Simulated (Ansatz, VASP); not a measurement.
**One calculation of MgB, two programs**

```
Mg B
1.0
     2.86620    0.00000    0.00000
     0.00000    2.86620    0.00000
     0.00000    0.00000    2.89515
Mg B
1 1
Direct
  0.00000 0.00000 0.00000
  0.50000 0.50000 0.50000
```

The cell was built by a generator and needn't be a form met in nature.

Alike in both runs: task single point; functional PBE; k mesh 8 × 8 × 8; occupations fermi-dirac, width 0.05 eV; no spin polarisation.

|  | VASP | Ansatz |
| --- | --- | --- |
| version | VASP 6.6.1 | Ansatz 0.2.0 |
| potentials or method | VASP PAW PBE potentials, release 64 (Mg, B) | Ansatz PAW |
| plane-wave cutoff (eV) | 520 | 420 |
| valence electrons in the cell | 5 | 13 |

```tsv
	VASP	Ansatz	Ansatz less VASP
gap on the k mesh at the Fermi level (eV)	none	none	-
pressure (GPa)	1.9	2.2	+0.24
largest component of the traceless stress (GPa)	0.39	0.39	-0.004
```

A gap of «none» marks a metal or a gap that the smearing closes. The two sets of potentials don't hold the same shells in valence.
